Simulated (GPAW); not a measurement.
# SiNi (P1) in GPAW: single point with PBE

Aim: the single point of SiNi with PBE.

Everything below comes from runs of GPAW 26.7.0. Logs are shortened: lines on timing, memory, paths and dates and some standing lists are left out, and cuts for length are marked. The log counts tension as positive stress, the text compression.

**1. The cell of the first run**

The typed cell holds 4 atoms: a = 2.943 Å, b = 3.280 Å, c = 4.677 Å, α = 90.00°, β = 90.00°, γ = 90.00°.

The cell comes from a database or a generator and needn't be the stable form of this composition.

**2. Single point, PBE, collinear spin, ferromagnetic start (atoms moved at random, drawn with an rms of 0.05 Å)**

run.py reads:

```python
from ase import Atoms
from ase.dft.bandgap import bandgap
from ase.io import write
from ase.units import GPa
from gpaw import GPAW, PW

atoms = Atoms(['Ni', 'Ni', 'Si', 'Si'],
              cell=[[2.94277066, 0.0, 0.0],
                    [0.0, 3.28032554, 0.0],
                    [0.0, 0.0, 4.67744676]],
              scaled_positions=[[0.492306, 0.499071, 0.338627],
                                [-0.003032, -0.008898, 0.654106],
                                [0.501156, 0.509257, 0.844852],
                                [-0.007736, 0.001457, 0.154278]],
              pbc=True)
atoms.set_initial_magnetic_moments([1.0, 1.0, 0.0, 0.0])

calc = GPAW(mode=PW(600),
            xc='PBE',
            kpts={'size': (9, 8, 6), 'gamma': True},
            occupations={'name': 'fermi-dirac', 'width': 0.05},
            nbands=36,
            convergence={'density': 1e-05, 'energy': 1e-05},
            maxiter=150,
            txt='gpaw.txt')
atoms.calc = calc
energy = atoms.get_potential_energy()
forces = atoms.get_forces()
stress = atoms.get_stress()
calc.write('gs.gpw')
write('result.traj', atoms)
print(f'Energy: {energy:.6f} eV')
print('Forces (eV/A):')
print(forces.round(4))
print('Stress (GPa):', (stress / GPa).round(3))
print('Moments:', calc.get_magnetic_moments().round(3))
print('Fermi level:', round(calc.get_fermi_level(), 4), 'eV')
print(f'Gap: {bandgap(calc)[0]:.4f} eV, direct: {bandgap(calc, direct=True)[0]:.4f} eV')
```

Potentials or basis: GPAW PAW data sets (gpaw-data 1.2.1), pw.

Launch:

```bash
$ OMP_NUM_THREADS=1 python run.py
```

gpaw.txt:

```text
__  _  _
 | _ |_)|_||  |
 |__||  | ||/\| - 26.7.0

Input parameters:
  mode=PW(ecut=600.0),
  convergence={'density': 1e-05, 'energy': 1e-05},
  kpts=MonkhorstPack(size=(9, 8, 6), gamma=True),
  maxiter=150,
  nbands=36,
  occupations=Occupations(name='fermi-dirac', width=0.05),
  xc=XC(name='PBE')

Diagonalizing LCAO Hamiltonian
Converting LCAO to pw mode
   .------.
  /|      |
 * |  Si  Ni
 | |      |
 | |      |
 | | Ni   |
 | .------.
 |/     Si
 *------*

Atoms  # Å, Bohr magnetons
|   | symbol |         x |         y |        z |    initial magnetic moments |
|---|--------|-----------|-----------|----------|-----------------------------|
| 0 |     Ni |  1.448744 |  1.637115 | 1.583910 | ( 0.0000,  0.0000,  1.0000) |
| 1 |     Ni | -0.008922 | -0.029188 | 3.059546 | ( 0.0000,  0.0000,  1.0000) |
| 2 |     Si |  1.474787 |  1.670529 | 3.951750 | ( 0.0000,  0.0000,  0.0000) |
| 3 |     Si | -0.022765 |  0.004779 | 0.721627 | ( 0.0000,  0.0000,  0.0000) |

Unit cell  # Å
| periodic |        x |        y |        z |  lengths |    angles |
|----------|----------|----------|----------|----------|-----------|
|      yes | 2.942771 | 0.000000 | 0.000000 | 2.942771 | 90.000000 |
|      yes | 0.000000 | 3.280326 | 0.000000 | 3.280326 | 90.000000 |
|      yes | 0.000000 | 0.000000 | 4.677447 | 4.677447 | 90.000000 |

Number of symmetries: 1
Symmetry operations  # r_c * U_cc + t_c -> r_c
|   | kind |            matrix            |
|---|------|------------------------------|
| 0 |  E   |  1, 0, 0,  0, 1, 0,  0, 0, 1 |

BZ-sampling:
  Number of BZ points: 432
  Number of IBZ points: 218

  Monkhorst-Pack size: [9, 8, 6]
  Monkhorst-Pack shift: [0.0, 0.0625, 0.08333333333333333]

K-points  # in reciprocal-cell coordinates
|     |                                coordinates |     weight |
|-----|--------------------------------------------|------------|
|   0 | (  0.00000000,   0.00000000,   0.00000000) | 0.00231481 |
|   1 | (  0.00000000,   0.00000000,   0.16666667) | 0.00462963 |
|   2 | (  0.00000000,   0.00000000,   0.33333333) | 0.00462963 |
|   3 | (  0.00000000,   0.00000000,   0.50000000) | 0.00231481 |
|   4 | (  0.00000000,   0.12500000,  -0.33333333) | 0.00462963 |
|   5 | (  0.00000000,   0.12500000,  -0.16666667) | 0.00462963 |
|   6 | (  0.00000000,   0.12500000,   0.00000000) | 0.00462963 |
|   7 | (  0.00000000,   0.12500000,   0.16666667) | 0.00462963 |
|   8 | (  0.00000000,   0.12500000,   0.33333333) | 0.00462963 |
|   9 | (  0.00000000,   0.12500000,   0.50000000) | 0.00462963 |
| ... |                                            |            |
| 217 | (  0.44444444,   0.50000000,   0.50000000) | 0.00462963 |

Plane wave coefficients: 1531
Cutoff: 600.0 eV

Spin-components: 2 (collinear spins)
Bands:           36
Projectors:      22
Spin-degeneracy: 1
Datatype:        complex128

Parallelization:
  kpt:    1
  domain: 1
  band:   1

Density:
  Valence electrons: 40.0
  Components: 2
  Grid points: [18 20 27]
  Charge: 0.0  # |e|

Potential:
  Grid points: [18 20 27]

species:
  Ni:
    name:    Nickel
    Z:       28.0
    valence: 16
    core:    12
    charge:  0.0  # [|e|]
    compensation charges:
      type: gauss
      rc: 0.36  # [Å]
      lmax: 2
    cutoffs:
      filter: 2.14  # [Å]
      core: 1.98  # [Å]
    projectors
    | kind |    occ | energy [eV] | rcut [Å] |
    |------|--------|-------------|----------|
    |   4s |  2.000 |      -5.642 |    1.164 |
    |   3p |  6.000 |     -71.394 |    1.207 |
    |   4p |  0.000 |      -1.226 |    1.207 |
    |   3d |  8.000 |      -8.875 |    1.138 |
    |    s |        |      21.570 |    1.164 |
    |    d |        |      18.337 |    1.138 |

    Using partial waves for Ni as LCAO basis

  Si:
    name:    Silicon
    Z:       14.0
    valence: 4
    core:    10
    charge:  0.0  # [|e|]
    compensation charges:
      type: gauss
      rc: 0.33  # [Å]
      lmax: 2
    cutoffs:
      filter: 1.86  # [Å]
      core: 2.06  # [Å]
    projectors
    | kind |    occ | energy [eV] | rcut [Å] |
    |------|--------|-------------|----------|
    |   3s |  2.000 |     -10.812 |    1.058 |
    |   3p |  2.000 |      -4.081 |    1.058 |
    |    s |        |      16.399 |    1.058 |
    |    p |        |      23.130 |    1.058 |
    |    d |        |       0.000 |    1.058 |

    Using partial waves for Si as LCAO basis

Reference energy: -98508.685395  # eV

eigensolver:
  PPCG
  Converge bands: occupied
  niter=2

density mixing:
  MSR1-Mixer
  Pratt-step length: 0.05
  Maximum mixing coefficient: 0.75
  Old densities: 10
  SVD Regularization: 0.005
  Good broyden scale: 1.0
  Trust region scale: 1.0
  Backstep threshold: 4.0
  History deletion threshold: 6.0
  Fourier metric: weight=20.0, sigma=0.015

occupation numbers:
  Fermi-Dirac:
    width: 0.0500  # eV

poisson solver:
  ecut: 4800.0  # eV

xc functional:
  name: PBE with 2 nearest neighbor stencil

convergence criteria:
- Maximum integral of absolute [dens]ity change: 1e-05 electrons / valence electron
- Maximum [total energy] change in last 3 cyles: 1e-05 eV / valence electron
- Maximum integral of absolute [eigenst]ate change: 4e-08 eV^2 / valence electron
maximum number of iterations: 150

SCF iterations
|iter     | |      energy | eigst |  dens |  magmom |
|---------|-|-------------|-------|-------|---------|
|iter:   1| |  -26.873400 | +0.71 |       |  +2.0026|
|iter:   2| |  -26.805817 | -1.13 | -1.01 |  +1.9150|
|iter:   3| |  -26.841170 | -2.39 | -1.08 |  +1.4353|
|iter:   4| |  -26.992674 | -2.25 | -1.25 |  +0.7425|
|iter:   5| |  -27.116981 | -2.70 | -1.61 |  +0.1396|
|iter:   6| |  -27.111647 | -3.06 | -1.81 |  +0.0979|
|iter:   7| |  -27.083441 | -3.46 | -1.87 |  -0.0018|
|iter:   8| |  -27.084060 | -4.65 | -2.43 |  -0.0242|
|iter:   9| |  -27.084254 | -5.27 | -2.71 |  -0.0058|
|iter:  10| |  -27.084269c| -6.11 | -3.26 |  -0.0016|
|iter:  11| |  -27.084267c| -7.01 | -3.81 |  -0.0011|
|iter:  12| |  -27.084268c| -7.76c| -4.15 |  -0.0003|
|iter:  13| |  -27.084268c| -7.92c| -4.50 |  +0.0000|
|iter:  14| |  -27.084268c| -8.12c| -5.10c|  +0.0000|

Converged in 14 steps
Energy contributions relative to reference atoms: (reference = -98508.685395)

Energy contributions:
  Kinetic:          29.296606
  Coulomb:         -19.682767
  Zero:              0.108366
  External:          0.000000
  Xc:              -36.802360
  Entropy:          -0.008225
  Spinorbit:         0.000000
  ----------------------------
  Free energy:     -27.088380
  Extrapolated:    -27.084268

dipole moment: (12.148235, -0.582493, -0.040416)  # |e|*Ang

Total magnetic moment: (0.000000, 0.000000, 0.000018)

Local magnetic moments
|        x |        y |         z |
|----------|----------|-----------|
| 0.000000 | 0.000000 | -0.000014 |  # Ni   0
| 0.000000 | 0.000000 |  0.000005 |  # Ni   1
| 0.000000 | 0.000000 |  0.000011 |  # Si   2
| 0.000000 | 0.000000 |  0.000012 |  # Si   3

Fermi level: 10.925
Eigenvalues  # (at kpt = [0.000, 0.000, 0.000])
| band index |      eig [eV] | occ [0-1] |      eig [eV] | occ [0-1] |
|------------|---------------|-----------|---------------|-----------|
|          0 |       -53.695 |     1.000 |       -53.695 |     1.000 |
|        ... |               |           |               |           |
|         12 |         8.014 |     1.000 |         8.014 |     1.000 |
|         13 |         8.018 |     1.000 |         8.018 |     1.000 |
|         14 |         8.123 |     1.000 |         8.123 |     1.000 |
|         15 |         8.184 |     1.000 |         8.184 |     1.000 |
|         16 |         8.556 |     1.000 |         8.556 |     1.000 |
|         17 |         8.905 |     1.000 |         8.905 |     1.000 |
[... 8 lines left out ...]
|         26 |        18.803 |     0.000 |        18.803 |     0.000 |
|         27 |        19.752 |     0.000 |        19.752 |     0.000 |
|        ... |               |           |               |           |
|         35 |        28.785 |     0.000 |        28.792 |     0.000 |

No gap
No difference between direct/indirect transitions

Forces  # eV/Ang
|        x |        y |        z |
|----------|----------|----------|
|  0.05294 | -0.02899 |  0.29238 |  # Ni   0
|  0.00372 |  0.40101 |  0.01399 |  # Ni   1
| -0.10672 | -0.38736 | -0.32291 |  # Si   2
|  0.05005 |  0.01532 |  0.01654 |  # Si   3

Stress tensor  # eV/Ang^3
|         x |         y |         z |
|-----------|-----------|-----------|
| -0.054576 | -0.000520 | -0.000973 |
| -0.000520 | -0.054688 |  0.001013 |
| -0.000973 |  0.001013 | -0.052476 |

# Writing to gs.gpw (mode='')
```

Run time: 21 min. Hardware: 1 thread of AMD EPYC, shared host; peak memory 0.62 GiB.

Results:

```
Free energy            : -27.0884 eV
Pressure               : 8.6 GPa
Largest force          : 0.515 eV/Å
Band gap on the k mesh : none (metal or under the smearing width)
Net moment             : 0.00 μB per cell
```

Forces on the atoms (eV/Å):
```
Ni   0.053 -0.029  0.292
Ni   0.004  0.401  0.014
Si  -0.107 -0.387 -0.323
Si   0.050  0.015  0.017
```

Caveat: the stock nickel data set gives pressures a few GPa off other programs.
